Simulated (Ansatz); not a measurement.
NbP, a known structure type with other elements, at an estimated volume

```
Nb P
1.0
     0.00000    3.32549    0.00000
     3.32549    0.00000    0.00000
     1.66274    1.66274   -5.68728
Nb P
2 2
Direct
  0.00000 0.00000 0.00000
  0.75000 0.25000 0.50000
  0.50000 0.50000 0.00000
  0.25000 0.75000 0.50000
```

Level: PBE, non-collinear spin; 420 eV; 7×7×7 Γ-centred mesh; fermi-dirac occupations (width 0.1 eV); Ansatz 0.2.0, fixed geometry.

The state carries no moments; the state need not be the lowest.

Which element gives electrons and which takes them?

Bader charges in e: Nb +1.01, P -1.01. In the mean Nb gives up most and P takes most.

What is the formation energy?

-0.23 eV an atom against the elements' usual phases (free molecules for gases, crystals otherwise, with no correction for O₂ or N₂), so it is bound against them; other compounds may still compete. Relaxing would lower it.

Is the cell too large or too small?

The pressure is 19.2 GPa (compression positive), so with the atoms held at these fractions the cell would first expand. The principal stresses -10.2, 33.9, 33.9 GPa differ, so its shape would change too.

Metal or insulator?

It is a metal, with about 2.2 states/eV a cell as the mean within 0.25 eV of the Fermi level, mostly Nb d (75 %) and P p (17 %).

Origin: a known structure type with other elements, at an estimated volume, so it need not be a known compound. Caveats: atoms or cell far from equilibrium.
